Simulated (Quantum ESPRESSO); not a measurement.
# CoO (I4/mmm) in Quantum ESPRESSO: equation of state

How stiff is CoO in PBE, and what volume does it want? The cell is scaled to several volumes.

Program: Quantum ESPRESSO 7.5. These are calculated values, not measurements. Logs are shortened: lines on timing, memory, paths and dates and some standing lists are left out, and cuts for length are marked.

**1. Starting point**

The structure is tetragonal, space group I4/mmm (No. 139). The conventional cell has a = 3.016 Å, b = 3.016 Å, c = 4.214 Å, α = 90.00°, β = 90.00°, γ = 90.00°. Co (site symmetry 4/mmm) is surrounded by 6 O at 2.11 to 2.13 Å. Around O (site symmetry 4/mmm) lie 6 Co at 2.11 to 2.13 Å.

**2. Single point, PBE, collinear spin, ferromagnetic start, 9.01 Å³/atom**

File pw.in:

```
&CONTROL
  calculation = 'scf'
  prefix = 'pwscf'
  outdir = './tmp'
  pseudo_dir = './pseudo'
  tstress = .true.
  disk_io = 'nowf'
/
&SYSTEM
  ibrav = 0
  nat = 2
  ntyp = 2
  ecutwfc = 55
  ecutrho = 440
  nbnd = 21
  occupations = 'smearing'
  smearing = 'fd'
  degauss = 0.00367493
  nspin = 2
  starting_magnetization(1) = 0.1176
  starting_magnetization(2) = 0
/
&ELECTRONS
  conv_thr = 4d-10
  electron_maxstep = 120
  mixing_beta = 0.3
/
ATOMIC_SPECIES
Co    58.9332 Co_pbe_v1.2.uspp.F.UPF
O     15.9990 O.pbe-n-kjpaw_psl.0.1.UPF
CELL_PARAMETERS angstrom
  -1.4772158519    1.4772158519    2.0642304156
   1.4772158519   -1.4772158519    2.0642304156
   1.4772158519    1.4772158519   -2.0642304156
ATOMIC_POSITIONS crystal
Co     0.0000000000    0.0000000000    0.0000000000
O      0.5000000000    0.5000000000    0.0000000000
K_POINTS automatic
12 12 12 0 0 0
```

Potentials or basis: SSSP 1.3 efficiency PBE.

The run is started by

```console
$ OMP_NUM_THREADS=1 mpirun -n 2 pw.x -nk 2 -in pw.in > pw.out
```

pw.out:

```text
This program is part of the open-source Quantum ESPRESSO suite
     for quantum simulation of materials; please cite
         "P. Giannozzi et al., J. Phys.:Condens. Matter 21 395502 (2009);
         "P. Giannozzi et al., J. Phys.:Condens. Matter 29 465901 (2017);
         "P. Giannozzi et al., J. Chem. Phys. 152 154105 (2020);
     in publications or presentations arising from this work. More details at

     file O.pbe-n-kjpaw_psl.0.1.UPF: wavefunction(s)  2P renormalized
     Message from routine setup:
     using ibrav=0 with symmetry is DISCOURAGED, use correct ibrav instead
[... 6 lines left out ...]
     --------------------
     sticks:   dense  smooth     PW     G-vecs:    dense   smooth      PW
     Sum        1085     541    209                18971     6711    1615

     Using Slab Decomposition

     bravais-lattice index     =            0
     lattice parameter (alat)  =       5.5499  a.u.
     unit-cell volume          =     121.5914 (a.u.)^3
     number of atoms/cell      =            2
     number of atomic types    =            2
     number of electrons       =        23.00
     number of Kohn-Sham states=           21
     kinetic-energy cutoff     =      55.0000  Ry
     charge density cutoff     =     440.0000  Ry
     scf convergence threshold =      4.0E-10
     mixing beta               =       0.3000
     number of iterations used =            8  plain     mixing
     Exchange-correlation= SLA  PW   PBX  PBC
                           (   1   4   3   4   0   0   0)

     celldm(1)=   5.549936  celldm(2)=   0.000000  celldm(3)=   0.000000
     celldm(4)=   0.000000  celldm(5)=   0.000000  celldm(6)=   0.000000

     crystal axes: (cart. coord. in units of alat)
               a(1) = (  -0.502985   0.502985   0.702860 )
               a(2) = (   0.502985  -0.502985   0.702860 )
               a(3) = (   0.502985   0.502985  -0.702860 )

     reciprocal axes: (cart. coord. in units 2 pi/alat)
               b(1) = ( -0.000000  0.994066  0.711379 )
               b(2) = (  0.994066 -0.000000  0.711379 )
               b(3) = (  0.994066  0.994066  0.000000 )

     PseudoPot. # 1 for Co read from file:
     Co_pbe_v1.2.uspp.F.UPF
     Pseudo is Ultrasoft + core correction, Zval = 17.0
     Generated by new atomic code, or converted to UPF format
     Using radial grid of  863 points,  6 beta functions with:
                l(1) =   0
                l(2) =   0
                l(3) =   1
                l(4) =   1
                l(5) =   2
                l(6) =   2
     Q(r) pseudized with  8 coefficients,  rinner =    1.200   1.200   1.200
                                                       1.200   1.200

     PseudoPot. # 2 for O  read from file:
     O.pbe-n-kjpaw_psl.0.1.UPF
     Pseudo is Projector augmented-wave + core cor, Zval =  6.0
     Generated using "atomic" code by A. Dal Corso  v.5.0.99 svn rev. 10869
     Shape of augmentation charge: BESSEL
     Using radial grid of 1095 points,  4 beta functions with:
                l(1) =   0
                l(2) =   0
                l(3) =   1
                l(4) =   1
     Q(r) pseudized with 0 coefficients

     atomic species   valence    mass     pseudopotential
     Co               17.00    58.93320     Co( 1.00)
     O                 6.00    15.99900     O ( 1.00)

     Starting magnetic structure
     atomic species   magnetization
     Co              0.118
     O               0.000

     16 Sym. Ops., with inversion, found

   Cartesian axes

     site n.     atom                  positions (alat units)
         1        Co     tau(   1) = (   0.0000000   0.0000000   0.0000000  )
         2        O      tau(   2) = (   0.0000000   0.0000000   0.7028603  )

     number of k points=   163  Fermi-Dirac smearing, width (Ry)=  0.0037

     Number of k-points >= 100: set verbosity='high' to print them.

     Dense  grid:    18971 G-vectors     FFT dimensions: (  40,  40,  40)

     Smooth grid:     6711 G-vectors     FFT dimensions: (  27,  27,  27)

     Check: negative core charge=   -0.000027
     Generating pointlists ...
     new r_m :   0.2899 (alat units)  1.6091 (a.u.) for type    1
     new r_m :   0.2899 (alat units)  1.6091 (a.u.) for type    2

     Initial potential from superposition of free atoms

     starting charge      22.0000, renormalised to      23.0000
     Starting wfcs are   17 randomized atomic wfcs +    4 random wfcs
     Checking if some PAW data can be deallocated...

     Self-consistent Calculation

     iteration #  1     ecut=    55.00 Ry     beta= 0.30
     Davidson diagonalization with overlap
     ethr =  1.00E-02,  avg # of iterations =  5.4

     total energy              =    -337.89876158 Ry
     estimated scf accuracy    <       6.78859639 Ry

     total magnetization       =     2.45 Bohr mag/cell
     absolute magnetization    =     2.48 Bohr mag/cell

     iteration #  2     ecut=    55.00 Ry     beta= 0.30
[... 54 lines left out ...]
     estimated scf accuracy    <       0.00319255 Ry

     total magnetization       =     2.56 Bohr mag/cell
     absolute magnetization    =     2.57 Bohr mag/cell

     iteration #  8     ecut=    55.00 Ry     beta= 0.30
     Davidson diagonalization with overlap
     ethr =  5.84E-06,  avg # of iterations =  1.0

     total energy              =    -340.08290562 Ry
     estimated scf accuracy    <       0.00282365 Ry

     total magnetization       =     2.61 Bohr mag/cell
     absolute magnetization    =     2.62 Bohr mag/cell

     iteration #  9     ecut=    55.00 Ry     beta= 0.30
     Davidson diagonalization with overlap
     ethr =  5.84E-06,  avg # of iterations =  2.0

     total energy              =    -340.08366327 Ry
     estimated scf accuracy    <       0.00070898 Ry

     total magnetization       =     2.77 Bohr mag/cell
     absolute magnetization    =     2.78 Bohr mag/cell

     iteration # 10     ecut=    55.00 Ry     beta= 0.30
     Davidson diagonalization with overlap
     ethr =  3.08E-06,  avg # of iterations =  1.2

     total energy              =    -340.08374272 Ry
     estimated scf accuracy    <       0.00020853 Ry

     total magnetization       =     2.84 Bohr mag/cell
     absolute magnetization    =     2.86 Bohr mag/cell

     iteration # 11     ecut=    55.00 Ry     beta= 0.30
     Davidson diagonalization with overlap
     ethr =  9.07E-07,  avg # of iterations =  2.1

     total energy              =    -340.08382498 Ry
     estimated scf accuracy    <       0.00002850 Ry

     total magnetization       =     2.87 Bohr mag/cell
     absolute magnetization    =     2.90 Bohr mag/cell

     iteration # 12     ecut=    55.00 Ry     beta= 0.30
     Davidson diagonalization with overlap
     ethr =  1.24E-07,  avg # of iterations =  1.9

     total energy              =    -340.08381604 Ry
     estimated scf accuracy    <       0.00012691 Ry

     total magnetization       =     2.84 Bohr mag/cell
     absolute magnetization    =     2.86 Bohr mag/cell

     iteration # 13     ecut=    55.00 Ry     beta= 0.30
     Davidson diagonalization with overlap
     ethr =  1.24E-07,  avg # of iterations =  1.1

     total energy              =    -340.08382486 Ry
     estimated scf accuracy    <       0.00001988 Ry

     total magnetization       =     2.87 Bohr mag/cell
     absolute magnetization    =     2.89 Bohr mag/cell

     iteration # 14     ecut=    55.00 Ry     beta= 0.30
     Davidson diagonalization with overlap
     ethr =  8.64E-08,  avg # of iterations =  1.9

     total energy              =    -340.08383720 Ry
     estimated scf accuracy    <       0.00000179 Ry

     total magnetization       =     2.85 Bohr mag/cell
     absolute magnetization    =     2.87 Bohr mag/cell

     iteration # 15     ecut=    55.00 Ry     beta= 0.30
     Davidson diagonalization with overlap
     ethr =  7.78E-09,  avg # of iterations =  2.0

     total energy              =    -340.08383978 Ry
     estimated scf accuracy    <       0.00000040 Ry

     total magnetization       =     2.86 Bohr mag/cell
     absolute magnetization    =     2.88 Bohr mag/cell

     iteration # 16     ecut=    55.00 Ry     beta= 0.30
     Davidson diagonalization with overlap
     ethr =  1.75E-09,  avg # of iterations =  2.0

     total energy              =    -340.08384069 Ry
     estimated scf accuracy    <       0.00000026 Ry

     total magnetization       =     2.86 Bohr mag/cell
     absolute magnetization    =     2.88 Bohr mag/cell

     iteration # 17     ecut=    55.00 Ry     beta= 0.30
     Davidson diagonalization with overlap
     ethr =  1.13E-09,  avg # of iterations =  1.6

     total energy              =    -340.08384083 Ry
     estimated scf accuracy    <       0.00000001 Ry

     total magnetization       =     2.86 Bohr mag/cell
     absolute magnetization    =     2.88 Bohr mag/cell

     iteration # 18     ecut=    55.00 Ry     beta= 0.30
     Davidson diagonalization with overlap
     ethr =  5.27E-11,  avg # of iterations =  2.0

     total energy              =    -340.08384084 Ry
     estimated scf accuracy    <          1.1E-09 Ry

     total magnetization       =     2.86 Bohr mag/cell
     absolute magnetization    =     2.88 Bohr mag/cell

     iteration # 19     ecut=    55.00 Ry     beta= 0.30
     Davidson diagonalization with overlap
     ethr =  4.82E-12,  avg # of iterations =  1.7

     Magnetic moment per site  (integrated on atomic sphere of radius R)
     atom   1 (R=0.290)  charge= 14.5044  magn=  2.4343
     atom   2 (R=0.290)  charge=  5.6702  magn=  0.3098

     End of self-consistent calculation

     Number of k-points >= 100: set verbosity='high' to print the bands.

     the Fermi energy is    15.3227 ev

!    total energy              =    -340.08384084 Ry
     estimated scf accuracy    <          1.9E-10 Ry
     smearing contrib. (-TS)   =      -0.00232770 Ry
     internal energy E=F+TS    =    -340.08151314 Ry

     The total energy is F=E-TS. E is the sum of the following terms:
     one-electron contribution =    -174.41297661 Ry
     hartree contribution      =     101.82011367 Ry
     xc contribution           =     -40.23572002 Ry
     ewald contribution        =    -217.73730154 Ry
     one-center paw contrib.   =      -9.51562864 Ry

     total magnetization       =     2.86 Bohr mag/cell
     absolute magnetization    =     2.88 Bohr mag/cell

     convergence has been achieved in  19 iterations

     Computing stress (Cartesian axis) and pressure

          total   stress  (Ry/bohr**3)                   (kbar)     P=      122.29
   0.00080848   0.00000000   0.00000000          118.93        0.00        0.00
   0.00000000   0.00080848   0.00000000            0.00      118.93        0.00
   0.00000000   0.00000000   0.00087697            0.00        0.00      129.01

=------------------------------------------------------------------------------=
   JOB DONE.
=------------------------------------------------------------------------------=
```

It took 38 s on 2 MPI ranks of AMD EPYC 9R45 (Zen 5), shared host; peak memory 0.26 GiB.

What came out:

* Free energy: -4627.0764 eV
* Pressure: 12.2 GPa
* Band gap on the k mesh: none (metal or under the smearing width)
* Net moment: 2.86 μB per cell
* Absolute moment: 2.88 μB per cell
* Site moments: Co +2.43; O +0.31 μB
* Valence electrons inside the program's atomic spheres: Co 14.50; O 5.67

Caveat: a cell with one magnetic atom can't hold antiferromagnetic order, which such compounds often take; semilocal functionals often make such compounds metallic where correlation or magnetic order opens a gap, which also shifts bond lengths.

**3. Single point, PBE, collinear spin, ferromagnetic start, 9.20 Å³/atom**

Changes to pw.in since step 2:

```diff
@@ -31,5 +31,5 @@
 CELL_PARAMETERS angstrom
-  -1.4772158519    1.4772158519    2.0642304156
-   1.4772158519   -1.4772158519    2.0642304156
-   1.4772158519    1.4772158519   -2.0642304156
+  -1.4876191232    1.4876191232    2.0787677284
+   1.4876191232   -1.4876191232    2.0787677284
+   1.4876191232    1.4876191232   -2.0787677284
 ATOMIC_POSITIONS crystal
```

Potentials or basis: SSSP 1.3 efficiency PBE.

The run is started by

```console
$ OMP_NUM_THREADS=1 mpirun -n 2 pw.x -nk 2 -in pw.in > pw.out
```

Wall time 40 s (2 MPI ranks of AMD EPYC 9R45 (Zen 5), shared host); peak memory 0.28 GiB.

Results (log left out):

| Property | Result |
| --- | --- |
| Free energy | -4627.1012 eV |
| Pressure | 8.0 GPa |
| Band gap on the k mesh | none (metal or under the smearing width) |
| Net moment | 2.92 μB per cell |
| Absolute moment | 2.95 μB per cell |
| Site moments | Co +2.48; O +0.32 μB |
| Valence electrons inside the program's atomic spheres | Co 14.52; O 5.69 |

Caveat: a cell with one magnetic atom can't hold antiferromagnetic order, which such compounds often take; semilocal functionals often make such compounds metallic where correlation or magnetic order opens a gap, which also shifts bond lengths.

**4. Single point, PBE, collinear spin, ferromagnetic start, 9.39 Å³/atom**

Changes to pw.in since step 3:

```diff
@@ -31,5 +31,5 @@
 CELL_PARAMETERS angstrom
-  -1.4876191232    1.4876191232    2.0787677284
-   1.4876191232   -1.4876191232    2.0787677284
-   1.4876191232    1.4876191232   -2.0787677284
+  -1.4978788897    1.4978788897    2.0931045106
+   1.4978788897   -1.4978788897    2.0931045106
+   1.4978788897    1.4978788897   -2.0931045106
 ATOMIC_POSITIONS crystal
```

The run is started by

```console
$ OMP_NUM_THREADS=1 mpirun -n 2 pw.x -nk 2 -in pw.in > pw.out
```

It took 36 s on 2 MPI ranks of AMD EPYC 9R45 (Zen 5), shared host; peak memory 0.28 GiB.

Results (log left out):

| Quantity | Value |
| --- | --- |
| Free energy | -4627.1160 eV |
| Pressure | 3.9 GPa |
| Band gap on the k mesh | none (metal or under the smearing width) |
| Net moment | 2.96 μB per cell |
| Absolute moment | 2.98 μB per cell |
| Site moments | Co +2.51; O +0.33 μB |
| Valence electrons inside the program's atomic spheres | Co 14.54; O 5.71 |

Caveat: a cell with one magnetic atom can't hold antiferromagnetic order, which such compounds often take; semilocal functionals often make such compounds metallic where correlation or magnetic order opens a gap, which also shifts bond lengths.

**5. Single point, PBE, collinear spin, ferromagnetic start, 9.58 Å³/atom**

Changes to pw.in since step 4:

```diff
@@ -31,5 +31,5 @@
 CELL_PARAMETERS angstrom
-  -1.4978788897    1.4978788897    2.0931045106
-   1.4978788897   -1.4978788897    2.0931045106
-   1.4978788897    1.4978788897   -2.0931045106
+  -1.5080000000    1.5080000000    2.1072475377
+   1.5080000000   -1.5080000000    2.1072475377
+   1.5080000000    1.5080000000   -2.1072475377
 ATOMIC_POSITIONS crystal
```

The run is started by

```console
$ OMP_NUM_THREADS=1 mpirun -n 2 pw.x -nk 2 -in pw.in > pw.out
```

Run time: 36 s. Hardware: 2 MPI ranks of AMD EPYC 9R45 (Zen 5), shared host; peak memory 0.28 GiB.

The run converged. Its results:

```yaml
Free_energy: -4627.1213 eV
Pressure: 0.0 GPa
Band_gap_on_the_k_mesh: none (metal or under the smearing width)
Net_moment: 2.98 μB per cell
Absolute_moment: 3.00 μB per cell
Site_moments: Co +2.53; O +0.34 μB
Valence_electrons_inside_the_program's_atomic_spheres: Co 14.57; O 5.72
```

Caveat: a cell with one magnetic atom can't hold antiferromagnetic order, which such compounds often take; semilocal functionals often make such compounds metallic where correlation or magnetic order opens a gap, which also shifts bond lengths.

**6. Single point, PBE, collinear spin, ferromagnetic start, 9.78 Å³/atom**

Changes to pw.in since step 5:

```diff
@@ -31,5 +31,5 @@
 CELL_PARAMETERS angstrom
-  -1.5080000000    1.5080000000    2.1072475377
-   1.5080000000   -1.5080000000    2.1072475377
-   1.5080000000    1.5080000000   -2.1072475377
+  -1.5179870460    1.5179870460    2.1212032261
+   1.5179870460   -1.5179870460    2.1212032261
+   1.5179870460    1.5179870460   -2.1212032261
 ATOMIC_POSITIONS crystal
```

Potentials or basis: SSSP 1.3 efficiency PBE.

The run is started by

```console
$ OMP_NUM_THREADS=1 mpirun -n 2 pw.x -nk 2 -in pw.in > pw.out
```

Run time: 36 s. Hardware: 2 MPI ranks of AMD EPYC 9R45 (Zen 5), shared host; peak memory 0.28 GiB.

The run converged. Its results:

```yaml
Free_energy: -4627.1178 eV
Pressure: -3.5 GPa
Band_gap_on_the_k_mesh: none (metal or under the smearing width)
Net_moment: 2.99 μB per cell
Absolute_moment: 3.02 μB per cell
Site_moments: Co +2.55; O +0.34 μB
Valence_electrons_inside_the_program's_atomic_spheres: Co 14.59; O 5.74
```

Caveat: a cell with one magnetic atom can't hold antiferromagnetic order, which such compounds often take; semilocal functionals often make such compounds metallic where correlation or magnetic order opens a gap, which also shifts bond lengths.

**7. Single point, PBE, collinear spin, ferromagnetic start, 9.97 Å³/atom**

Changes to pw.in since step 6:

```diff
@@ -31,5 +31,5 @@
 CELL_PARAMETERS angstrom
-  -1.5179870460    1.5179870460    2.1212032261
-   1.5179870460   -1.5179870460    2.1212032261
-   1.5179870460    1.5179870460   -2.1212032261
+  -1.5278443810    1.5278443810    2.1349776590
+   1.5278443810   -1.5278443810    2.1349776590
+   1.5278443810    1.5278443810   -2.1349776590
 ATOMIC_POSITIONS crystal
```

The run is started by

```console
$ OMP_NUM_THREADS=1 mpirun -n 2 pw.x -nk 2 -in pw.in > pw.out
```

Wall time 35 s (2 MPI ranks of AMD EPYC 9R45 (Zen 5), shared host); peak memory 0.28 GiB.

Results (log left out):

* Free energy: -4627.1063 eV
* Pressure: -6.7 GPa
* Band gap on the k mesh: none (metal or under the smearing width)
* Net moment: 3.00 μB per cell
* Absolute moment: 3.02 μB per cell
* Site moments: Co +2.55; O +0.34 μB
* Valence electrons inside the program's atomic spheres: Co 14.61; O 5.75

Caveat: a cell with one magnetic atom can't hold antiferromagnetic order, which such compounds often take; semilocal functionals often make such compounds metallic where correlation or magnetic order opens a gap, which also shifts bond lengths.

**8. Single point, PBE, collinear spin, ferromagnetic start, 10.16 Å³/atom**

Changes to pw.in since step 7:

```diff
@@ -31,5 +31,5 @@
 CELL_PARAMETERS angstrom
-  -1.5278443810    1.5278443810    2.1349776590
-   1.5278443810   -1.5278443810    2.1349776590
-   1.5278443810    1.5278443810   -2.1349776590
+  -1.5375761362    1.5375761362    2.1485766095
+   1.5375761362   -1.5375761362    2.1485766095
+   1.5375761362    1.5375761362   -2.1485766095
 ATOMIC_POSITIONS crystal
```

The run is started by

```console
$ OMP_NUM_THREADS=1 mpirun -n 2 pw.x -nk 2 -in pw.in > pw.out
```

Run time: 37 s. Hardware: 2 MPI ranks of AMD EPYC 9R45 (Zen 5), shared host; peak memory 0.3 GiB.

Results (log left out):

| Quantity | Value |
| --- | --- |
| Free energy | -4627.0875 eV |
| Pressure | -9.6 GPa |
| Band gap on the k mesh | none (metal or under the smearing width) |
| Net moment | 3.00 μB per cell |
| Absolute moment | 3.02 μB per cell |
| Site moments | Co +2.56; O +0.34 μB |
| Valence electrons inside the program's atomic spheres | Co 14.63; O 5.77 |

Caveat: a cell with one magnetic atom can't hold antiferromagnetic order, which such compounds often take; semilocal functionals often make such compounds metallic where correlation or magnetic order opens a gap, which also shifts bond lengths.

**9. Equation of state, PBE, collinear spin, ferromagnetic start**

Potentials or basis: SSSP 1.3 efficiency PBE.

This step only gathers the single runs of the series.

Results:

```
Equilibrium volume                        : 9.60 Å³/atom
Bulk modulus at fixed shape and positions : 181 GPa
Pressure derivative of the bulk modulus   : 3.0 (rough: it moves with the points fitted)
```

Energy against volume, from the lowest point:
| volume (Å³/atom) | energy (meV/atom) |
| --- | --- |
| 9.009 | 22.48 |
| 9.201 | 10.06 |
| 9.392 | 2.65 |
| 9.584 | 0.00 |
| 9.776 | 1.75 |
| 9.967 | 7.51 |
| 10.159 | 16.94 |

Caveat: the cell was scaled at fixed shape and fractional positions, which overstates the stiffness of a crystal with free parameters, most of all of layers and chains.
